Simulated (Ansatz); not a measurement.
**Smearing, entropy and the zero-width energy in Ti2C**

These are results of Ansatz 0.2.0, DFT PBEsol, scalar-relativistic, plane waves, PAW, not measurements.

```xyz
3
Lattice="1.5407 0.8895 4.8138 -1.5407 0.8895 4.8138 0.0000 -1.7790 4.8138" Properties=species:S:1:pos:R:3 pbc="T T T"
Ti    0.0000    0.0000    3.5453
Ti    0.0000    0.0000   10.8960
C     0.0000    0.0000    7.2207
```

```
plane-wave cutoff : 420 eV
Γ-centred k-mesh  : 18×18×18
spin treatment    : unpolarised
```

The same metal under several smearings of width σ, on one mesh. F is the free energy, TS the smearing's entropy term for the cell of 3 atoms, and E = F + TS. Gaussian occupations are ½ erfc[(ε − μ)/σ], and N counts both spins.

| rule | σ (eV) | F − F(narrowest) (meV/atom) | TS (meV/cell) |
| --- | --- | --- | --- |
| Fermi–Dirac | 0.01 | -0.048 | 0.735 |
| Fermi–Dirac | 0.02 | -0.392 | 2.667 |
| Fermi–Dirac | 0.05 | -2.637 | 15.772 |
| Fermi–Dirac | 0.3 | -100.608 | 643.909 |
| Gaussian | 0.02 | 0.000 | 0.475 |
| Gaussian | 0.1 | -1.596 | 9.632 |
| Gaussian | 0.2 | -6.337 | 37.437 |

For a density of states N (both spins) that is flat over the smeared range, TS = Nσ²/2 (Gaussian) and (π²/3)Nσ² (Fermi–Dirac). What N does each run give?

| rule | σ (eV) | N (states/eV a cell) |
| --- | --- | --- |
| Fermi–Dirac | 0.01 | 2.24 |
| Fermi–Dirac | 0.02 | 2.03 |
| Fermi–Dirac | 0.05 | 1.92 |
| Fermi–Dirac | 0.3 | 2.17 |
| Gaussian | 0.02 | 2.38 |
| Gaussian | 0.1 | 1.93 |
| Gaussian | 0.2 | 1.87 |

Equal entropy needs σ_Gauss = π√(2/3) σ_FD = 2.57 σ_FD, so a Fermi–Dirac width acts like a Gaussian one 2.57 times as large. At moderate widths N lies between 1.87 and 2.03, nearly constant, so the density of states is smooth near the Fermi level and the mesh resolves it. At the narrowest widths only the few mesh levels within σ of μ count, so N can scatter there.

To second order F = E0 − TS/2 and E = E0 + TS/2. How well does E0 = (E + F)/2 undo the smearing?

| rule | σ (eV) | F − E0(narrowest) (meV/atom) | (E + F)/2 − E0(narrowest) (meV/atom) |
| --- | --- | --- | --- |
| Fermi–Dirac | 0.01 | -0.13 | 0.00 |
| Fermi–Dirac | 0.02 | -0.47 | -0.03 |
| Fermi–Dirac | 0.05 | -2.72 | -0.09 |
| Fermi–Dirac | 0.3 | -100.69 | 6.63 |
| Gaussian | 0.02 | -0.08 | 0.00 |
| Gaussian | 0.1 | -1.68 | -0.07 |
| Gaussian | 0.2 | -6.42 | -0.18 |

At Gaussian 0.2 eV the free energy is off by -6.42 meV/atom and the mean by -0.18. What remains is of order σ⁴ plus the mesh error of the narrowest run, which is no exact reference. Forces and stress are derivatives of F, not of E0, so they keep the σ² error.

6 further runs of this set aren't shown.

Broadening lowers the free energy because it partially occupies states on both sides of the Fermi level, and the finite density of states of this metal sets the size of the effect. In titanium carbides these states are mainly Ti 3d, while the C 2p-derived bonding states lie deeper.

Averaging E and F removes most of the shift at moderate widths but leaves 6.63 meV/atom at Fermi–Dirac 0.3 eV. There the apparent N also rises, to 2.17 from 1.92 at 0.05 eV. Both changes suggest that the broad thermal tails reach a higher density of states away from the Fermi level, so the flat-band picture fails. The small negative residuals at moderate widths fit the slight fall in N from Gaussian 0.1 to 0.2 eV, so the curvature probably changes with the energy window.

The extrapolated energy is therefore sound for moderate broadening, but these totals don't show how far smearing errors would cancel in energy differences between phases.
